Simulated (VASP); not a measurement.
# Al15N16 (a cell with a defect) in VASP: notebook, part 2 of 2

VASP 6.6.1.

## 3. Single point, PBEsol, collinear spin, ferromagnetic start

INCAR

```
PREC = Accurate ; ENCUT = 450
EDIFF = 1E-5 ; ISMEAR = 0
SIGMA = 0.03 ; LREAL = Auto
LASPH = T ; NELM = 120
ALGO = Normal ; ISIF = 2
LWAVE = F ; LCHARG = F
ISPIN = 2 ; MAGMOM = 0 0 0 0 0 0 0 0 0 0 0 0 0 0 0 0.25 0 0 0 0 0 0 0 0 0.25 0 0.25 0 0.25 0 0
LORBIT = 11 ; NUPDOWN = 1
GGA = PS ; NBANDS = 88
KPAR = 4
```

KPOINTS

```
regular mesh
0
Gamma
  3 3 2
```

POSCAR

```
Al15N16
1.0
    6.2200008610      0.0000000000      0.0000000000
   -3.1100004305      5.3866787572      0.0000000000
    0.0000000000      0.0000000000      9.9600000000
Al N
15 16
Direct
    0.3333333333      0.1666666667      0.5000000000
    0.3333333333      0.6666666667      0.0000000000
    0.3333333333      0.6666666667      0.5000000000
    0.8333333333      0.1666666667      0.0000000000
    0.8333333333      0.1666666667      0.5000000000
    0.8333333333      0.6666666667      0.0000000000
    0.8333333333      0.6666666667      0.5000000000
    0.1666666667      0.3333333333      0.2500000000
    0.1666666667      0.3333333333      0.7500000000
    0.1666666667      0.8333333333      0.2500000000
    0.1666666667      0.8333333333      0.7500000000
    0.6666666667      0.3333333333      0.2500000000
    0.6666666667      0.3333333333      0.7500000000
    0.6666666667      0.8333333333      0.2500000000
    0.6666666667      0.8333333333      0.7500000000
    0.3333333333      0.1666666667      0.1910000000
    0.3333333333      0.1666666667      0.6910000000
    0.3333333333      0.6666666667      0.1910000000
    0.3333333333      0.6666666667      0.6910000000
    0.8333333333      0.1666666667      0.1910000000
    0.8333333333      0.1666666667      0.6910000000
    0.8333333333      0.6666666667      0.1910000000
    0.8333333333      0.6666666667      0.6910000000
    0.1666666667      0.3333333333      0.4410000000
    0.1666666667      0.3333333333      0.9410000000
    0.1666666667      0.8333333333      0.4410000000
    0.1666666667      0.8333333333      0.9410000000
    0.6666666667      0.3333333333      0.4410000000
    0.6666666667      0.3333333333      0.9410000000
    0.6666666667      0.8333333333      0.4410000000
    0.6666666667      0.8333333333      0.9410000000
```

Potentials or basis: VASP PAW PBE potentials, release 64 (Al, N).

On the command line:

```bash
$ cat potpaw_PBE.64/Al/POTCAR potpaw_PBE.64/N/POTCAR > POTCAR
$ mpirun -np 4 vasp_std > vasp.out
```

OUTCAR:

```text
PREC = Accurate
   ENCUT = 450
   EDIFF = 1E-5
   ISMEAR = 0
   LREAL = Auto
   LASPH = T
   NELM = 120
   ISIF = 2
   ISPIN = 2
   LORBIT = 11
   NUPDOWN = 1
   GGA = PS

 ion  position               nearest neighbor table
   1  0.333  0.167  0.500-  24 1.89  28 1.89  26 1.89  17 1.90   8 3.07   9 3.07  12 3.07  13 3.07
                            10 3.07  11 3.07   5 3.11   5 3.11   7 3.11   3 3.11   3 3.11   7 3.11
   2  0.333  0.667  0.000-  27 1.89  31 1.89  25 1.89  18 1.90  10 3.07  11 3.07  14 3.07  15 3.07
                             8 3.07   9 3.07   6 3.11   6 3.11   4 3.11   4 3.11
   3  0.333  0.667  0.500-  26 1.89  30 1.89  24 1.89  19 1.90  10 3.07  11 3.07  14 3.07  15 3.07
                             8 3.07   9 3.07   7 3.11   7 3.11   1 3.11   1 3.11   5 3.11   5 3.11
   4  0.833  0.167  0.000-  29 1.89  25 1.89  31 1.89  20 1.90  12 3.07  13 3.07   8 3.07   9 3.07
                            14 3.07  15 3.07   2 3.11   6 3.11   6 3.11   2 3.11
   5  0.833  0.167  0.500-  28 1.89  24 1.89  30 1.89  21 1.90  12 3.07  13 3.07   8 3.07   9 3.07
                            14 3.07  15 3.07   1 3.11   1 3.11   7 3.11   7 3.11   3 3.11   3 3.11
   6  0.833  0.667  0.000-  31 1.89  27 1.89  29 1.89  22 1.90  14 3.07  15 3.07  10 3.07  11 3.07
                            12 3.07  13 3.07   2 3.11   2 3.11   4 3.11   4 3.11
   7  0.833  0.667  0.500-  30 1.89  26 1.89  28 1.89  23 1.90  14 3.07  15 3.07  10 3.07  11 3.07
[... 1229 lines left out ...]
    -3.110000430  5.386678757  0.000000000     0.000000000  0.185643148  0.000000000
     0.000000000  0.000000000  9.960000000     0.000000000  0.000000000  0.100401606

 POSITION                                       TOTAL-FORCE (eV/Angst)
 -----------------------------------------------------------------------------------
      1.55500      0.89778      4.98000        -0.000000     -0.000000      0.239000
     -0.00000      3.59112      0.00000         0.645194      0.372503      0.580486
     -0.00000      3.59112      4.98000         0.143612      0.082915     -0.043378
      4.66500      0.89778      0.00000        -0.000000     -0.745006      0.580486
      4.66500      0.89778      4.98000         0.000000     -0.165829     -0.043378
      3.11000      3.59112      0.00000        -0.645194      0.372503      0.580486
[... 23 lines left out ...]
      1.55500      4.48890      4.39236         0.000000     -0.000000      0.124394
      1.55500      4.48890      9.37236         0.000000     -0.000000     -0.197580
 -----------------------------------------------------------------------------------
    total drift:                                0.000001      0.000001      0.025967

  FREE ENERGIE OF THE ION-ELECTRON SYSTEM (eV)
  ---------------------------------------------------
  free  energy   TOTEN  =      -236.3049854585 eV

  energy  without entropy=     -236.3011004671  energy(sigma->0) =     -236.30304296

 total charge

# of ion       s       p       d       tot
------------------------------------------
    1        0.369   0.445   0.000   0.814
    2        0.371   0.442   0.000   0.814
    3        0.369   0.443   0.000   0.812
    4        0.371   0.442   0.000   0.814
    5        0.369   0.443   0.000   0.812
    6        0.371   0.442   0.000   0.814
[... 23 lines left out ...]
   30        1.223   2.614   0.000   3.837
   31        1.223   2.611   0.000   3.835
--------------------------------------------------
tot         25.288  47.626   0.000  72.915

 magnetization (x)

# of ion       s       p       d       tot
------------------------------------------
    1        0.001  -0.001   0.000   0.000
    2       -0.000  -0.001   0.000  -0.001
    3        0.000   0.001   0.000   0.001
    4       -0.000  -0.001   0.000  -0.001
    5        0.000   0.001   0.000   0.001
    6       -0.000  -0.001   0.000  -0.001
[... 23 lines left out ...]
   30        0.000   0.001   0.000   0.001
   31        0.000   0.000   0.000   0.000
--------------------------------------------------
tot          0.029   0.645   0.000   0.674
```

OSZICAR:

```text
N       E                     dE             d eps       ncg     rms          rms(c)
DAV:   1     0.447865732004E+03    0.44787E+03   -0.53440E+04  2112   0.114E+03
DAV:   2    -0.220167246790E+03   -0.66803E+03   -0.64369E+03  2688   0.242E+02
DAV:   3    -0.266755507404E+03   -0.46588E+02   -0.46130E+02  2584   0.673E+01
[... 12 lines left out ...]
DAV:  16    -0.236303570155E+03   -0.33713E-02   -0.43903E-03  2624   0.254E-01    0.304E-01
DAV:  17    -0.236304700663E+03   -0.11305E-02   -0.63664E-03  2792   0.248E-01    0.170E-01
DAV:  18    -0.236304953498E+03   -0.25283E-03   -0.18113E-03  2544   0.116E-01    0.820E-02
DAV:  19    -0.236304976301E+03   -0.22803E-04   -0.64420E-04  2616   0.677E-02    0.300E-02
DAV:  20    -0.236304985459E+03   -0.91571E-05   -0.82566E-05  2656   0.326E-02
   1 F= -.23630499E+03 E0= -.23630304E+03  d E =-.388499E-02  mag=     1.0000
```

Wall time 3.6 min (4 MPI ranks of Intel Xeon Platinum 8488C (Sapphire Rapids), shared host); peak memory 0.62 GiB.

What came out:

```yaml
Free_energy: -236.3050 eV
Largest_force: 1.502 eV/Å
Net_moment: 1.00 μB per cell
Site_moments: Al +0.00, -0.00; N +0.44, -0.00, +0.01, +0.03, +0.04, +0.00 μB
Valence_electrons_inside_the_program's_atomic_spheres: Al 0.81; N 3.69, 3.83, 3.84, 3.67
```

Forces on the atoms (eV/Å):
```
Al   0.000  0.000  0.239
Al   0.645  0.373  0.580
Al   0.144  0.083 -0.043
Al   0.000 -0.745  0.580
Al   0.000 -0.166 -0.043
Al  -0.645  0.373  0.580
Al  -0.144  0.083 -0.043
Al  -0.281  0.163 -0.816
Al   0.430 -0.248  0.258
Al   0.000 -0.325 -0.816
Al   0.000  0.496  0.258
Al   0.281  0.163 -0.816
Al  -0.430 -0.248  0.258
Al   0.000  0.000 -0.259
Al   0.000  0.000  0.266
N    0.000  0.000  1.502
N    0.000  0.000 -0.384
N   -0.020 -0.011  0.235
N   -0.011 -0.006 -0.188
N    0.000  0.023  0.235
N    0.000  0.013 -0.188
N    0.020 -0.011  0.235
N    0.011 -0.006 -0.188
N    0.114 -0.066 -0.005
N   -1.175  0.679 -0.451
N    0.000  0.132 -0.005
N    0.000 -1.357 -0.451
N   -0.114 -0.066 -0.005
N    1.175  0.679 -0.451
N    0.000  0.000  0.124
N    0.000  0.000 -0.198
```

Caveat: the k mesh is coarse (spacing up to 0.39 Å⁻¹), so the values aren't converged; the PAW data sets were made with another functional, which shifts forces and pressure a little; the total moment is fixed, so each spin has its own Fermi level.
